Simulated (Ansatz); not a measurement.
**AgCl (Chlorargyrite) under changes of volume**

One of the cells (20.458 Å³/atom); the others are scaled copies at fixed shape and fractional positions:

```
Ag Cl
1.0
     0.00000    2.73500    2.73500
     2.73500    0.00000    2.73500
     2.73500    2.73500    0.00000
Ag Cl
1 1
Cartesian
  0.0000 0.0000 0.0000
  2.7350 2.7350 2.7350
```

- Program: Ansatz 0.2.0
- Functional: LDA
- Potentials or basis: Ansatz PAW
- Cutoff: 420 eV (not typed: the program's choice for these potentials)
- k mesh: 7 × 7 × 7
- Occupations: fermi-dirac, width 0.05 eV
- Spin: no spin polarisation

```tsv
volume (Å³/atom)	energy over the lowest point (meV/atom)	pressure (GPa)	gap on the mesh (eV)
19.231	0.00	-0.2	0.72
19.640	2.19	-1.5	0.71
20.049	7.64	-2.7	0.70
20.458	15.96	-3.8	0.70
20.868	26.77	-4.7	0.69
21.277	39.78	-5.5	0.69
21.686	?	?	?
```

Q: What does the run at 21.686 Å³/atom give?

A: Energy over the lowest point 54.69 meV/atom; pressure -6.2 GPa; gap on the mesh 0.69 eV.

Worked out: A Birch-Murnaghan fit of order 3 (a polynomial in V^(-2/3)) to the other rows has its minimum at 19.19 Å³/atom, just outside them, with B0 = V·E''(V) = 69 GPa and B' = 5.2. It gives 54.68 meV/atom at 21.686 Å³/atom, against the run's 54.69, and -dE/dV = -6.2 GPa, against -6.2. A straight line through the other rows of the gap, of slope -0.298 eV per unit of ln V, extrapolates to 0.68 eV, against the run's 0.69.

Energies are extrapolated to zero smearing.

Caveats: odd divisions of the mesh miss points on the zone boundary, where band edges often lie, so the gap on the mesh can be too wide; the PAW data sets come from PBE, with cores solved anew for the run's functional, which leaves a small shift of forces and pressure.

A mesh can miss the band edges. Spin-orbit coupling on Ag is left out.
